**Q:** I have a TiCo crystal whose sides are held rigidly while I squeeze or stretch it along one axis. What does a calculation say I am working against?

Strain of CsCl-type TiCo (a = 2.986 Å) along c, with a and b held, computed with Ansatz 0.2.0 (PBE, plane-wave PAW, scalar-relativistic, collinear spin; cutoff 420 eV, 18×18×18 k mesh, Gaussian smearing 0.1 eV). Energies are extrapolated to zero smearing and relative to the unstrained cell. Positive stress means compression; stress yy equals stress xx.

| strain (%) | energy change (meV/atom) | stress xx (GPa) | stress zz (GPa) |
| --- | --- | --- | --- |
| -3 | 10.3 | 3.77 | 8.16 |
| -2 | 4.5 | 2.40 | 5.44 |
| -1 | 1.1 | 1.13 | 2.63 |
| 0 | 0.0 | -0.07 | -0.07 |
| 1 | 1.1 | -1.23 | -2.58 |
| 2 | 4.2 | -2.34 | -4.92 |
| 3 | 9.2 | -3.39 | -7.14 |

**A:** You are working against two resistances at once, one to a change of volume and one to a change of shape. The edges a and b are fixed and only c changes, so the volume changes by the full strain and the cube becomes a slightly flattened or elongated box. The atoms have no freedom to ease the load, because symmetry holds them in place. In the table a positive stress means compression: stress zz acts along the strained axis, stress xx on the held sides.

**Q:** Why do the sides feel anything, if I only push along c?

**A:** Each Ti atom has eight Co neighbours along the body diagonals. A squeeze of 3 % along c shortens all eight bonds by about 1 %, and each shortened bond pushes sideways as well as upwards. If these bonds were simple springs and nothing else acted, the side stress would grow as fast as the stress along c. It grows a little less than half as fast. The difference is the resistance to a change of shape, which other forces have to supply. Likely sources are more distant neighbours and d electrons that favour certain directions.

**Q:** Can I estimate the energy without a new calculation?

**A:** Yes, from the stresses at 1 % either way. Stress zz changes from 2.63 to −2.58 GPa over a strain of 0.02, so the stiffness along c, called C₁₁, is about 260 GPa. For a strain ε, written as a fraction, the elastic energy per volume is ½C₁₁ε². At 3 % this is ½ × 260 × 0.03² ≈ 0.117 GPa.

One eV/Å³ is about 160 GPa, and an atom occupies 13.3 Å³. The energy is therefore 0.117 × 13.3 / 160 ≈ 0.0097 eV, or 9.7 meV/atom. The table has 10.3 in compression and 9.2 in stretch, neither of which entered the estimate. The parabola is off by about 6 % of the computed energy at each end, too low on one side and too high on the other.

**Q:** So squeezing is harder than stretching. Is that the bonds?

**A:** Probably, though not the Ti–Co bonds alone. Like atoms that follow one another along c also change their distance, and by the full strain. When atoms approach, the repulsion between their electron clouds rises steeply; when they part, the attraction fades gently. A crystal therefore usually stiffens under compression and softens under stretch. The stresses show it: the first per cent of stretch changes stress zz by 2.51 GPa, the third by only 2.22 GPa.

The exact size of the difference depends on a technical detail. The calculation spreads the electrons slightly over the levels near the Fermi energy, and the energy column is corrected for this smearing, whereas the stresses are not. Adding up stress zz along the path gives a difference of 0.84 meV/atom between the two ends, against 1.1 in the energy column. The stresses show small changes of stiffness more directly than the rounded energies do, but they still contain the effect of the smearing.

**Q:** Then the last per cent of compression should be the hardest of all. I see 2.81 GPa for the step from −1 to −2 %, but only 2.72 GPa for the next one.

**A:** That is the irregular row, and separating volume from shape shows where it goes wrong. The average of the three stresses along the axes is the pressure, which resists the change of volume. Stress zz minus stress xx measures the resistance to the change of shape. In the last step the pressure still rises slightly faster than before, by 1.82 GPa after 1.78. The shape part rises by only 1.35 GPa after 1.54.

A smooth quadratic curve for each part, fitted to the six rows from −2 to +3 % and carried on to −3 %, says the same. The computed pressure falls short of its curve by about 1 % of its value, the shape part by about 8 %. A weaker shape part lowers stress zz but slightly raises stress xx, which is why the sides show no dip. The printed analysis below gives both fits.

**Q:** What could weaken the resistance to shape alone?

**A:** A plausible answer is a shift of electrons between d bands. In the cube, the directions a, b and c are equivalent, and so are the d orbitals that differ only in which of these axes they point along. Flattening the cube makes some of these states rise in energy and others sink. When a rising band reaches the Fermi level, its electrons can move into lower ones. That saves energy, and the crystal resists further flattening less.

There is one hint in the same runs. The entropy of the smeared electrons, which grows with the number of states close to the Fermi level, rises by about 9 % in the last step, after about 5 % over the two steps before it. This fits bands arriving at the Fermi level, but it doesn't identify them, and the bands themselves were not examined. The shift remains an inference. Since the stresses are not corrected for smearing, the rise in entropy may also account for a part of the dip itself.

**Q:** The calculation is magnetic. Couldn't the moment be responsible?

**A:** It may take part. The moment shrinks under compression, and it loses 0.020 μB per cell in the last step, against 0.007 μB in the first. A moment free to shrink makes a crystal softer. In a nearly cubic crystal, the moment is expected to respond first of all to volume, and that softening would appear mainly in the pressure, where the miss is small. But the loss in the last step is about twice that in the step before, so a smooth response to volume may not be the whole story. If a d band of one spin crosses the Fermi level, it can change the moment and weaken the resistance to shape together. The two explanations may then be one.

There is a deeper reason for care. Real TiCo is paramagnetic, without ordered moments, and PBE often exaggerates weak magnetism in metals. If the moment is an artefact, the bands sit at the wrong energies, and the irregular step may be absent from your sample. The stiffnesses worked out here could then be off as well.

**Q:** And if I let the sides move freely?

**A:** Then the crystal can bulge when squeezed and narrow when stretched, and it avoids much of the change in volume. For small strains, the same elastic constants predict a sideways change of about 0.31 of the strain along c. The stiffness drops from about 260 to about 190 GPa, so holding the sides makes a given small strain cost about 1.4 times as much energy. Whether squeezing would still be harder than stretching can't be read from this table. With free sides the Ti–Co bonds change their length much less, so their uneven resistance counts for less.

**Q:** What would settle the odd step?

**A:** Three tests would help. A density of states at −2 and −3 %, split by d orbital and spin, could show whether a band reaches the Fermi level between them. Repeating the whole compressed half of the series without magnetism would show whether the weakening needs the moment at all. Two strains wouldn't be enough for that, because the dip only appears when one step is compared with another. Repeating it with less smearing and a finer k mesh would show how much of the dip the smearing causes. Until then, it is open whether the softer last step belongs to TiCo, to the magnetic state that PBE gives it, or in part to the smearing.

Numerical output:

```
Energies in meV/atom and falls of stress from the row before in GPa:
  row  energy  parabola  summed_stress  fall_zz  fall_xx  fall_pressure  fall_zz_minus_xx
   -3    10.3     9.738          10.06      n/a      n/a            n/a               n/a
   -2     4.5     4.328          4.415     2.72     1.37           1.82              1.35
   -1     1.1     1.082          1.063     2.81     1.27          1.783              1.54
    0       0         0              0      2.7      1.2            1.7               1.5
    1     1.1     1.082          1.101     2.51     1.16           1.61              1.35
    2     4.2     4.328          4.216     2.34     1.11           1.52              1.23
    3     9.2     9.738          9.225     2.22     1.05           1.44              1.17
C11 and C12 from the rows at 1 % either way, GPa: 260.5, 118
Side contraction per stretch with free sides (Poisson ratio): 0.3118
Stiffness with free sides, GPa: 186.9
Clamped over free stiffness: 1.394
Change of the Ti-Co bond at -3 % strain, %: -0.9899
Energy at -3 % less that at +3 %, table, meV/atom: 1.1
The same from summed stress, meV/atom: 0.8391
Share of the energy at -3 % due to extrapolation to zero smearing, meV/atom: 0.2821
fit of pres on 6 rows (strain_series > -2.5): constant -0.06857 +/- 0.0012, coefficient of eps -165.4 +/- 0.057, coefficient of eps2 435.1 +/- 3.2; rms 0.00138, worst 2 -0.0025, leave-one-out rms 0.00314
  rows outside the fit (model, value, miss): -3 5.285, 5.233, 0.0517
fit of shp on 6 rows (strain_series > -2.5): coefficient of eps -141.2 +/- 0.6, coefficient of eps2 554.5 +/- 24; rms 0.0173, worst -1 -0.0321, leave-one-out rms 0.0322
  rows outside the fit (model, value, miss): -3 4.737, 4.39, 0.347
Smooth curve less computed stress zz at -3 %, GPa: 0.2827
Smooth curve less computed stress xx at -3 %, GPa: -0.06385
Loss of moment from -2 to -3 % and from 0 to -1 %, Bohr magnetons per cell: 0.02033, 0.00705
Rise of smearing entropy from 0 to -2 % and from -2 to -3 %, %: 4.551, 8.615
```
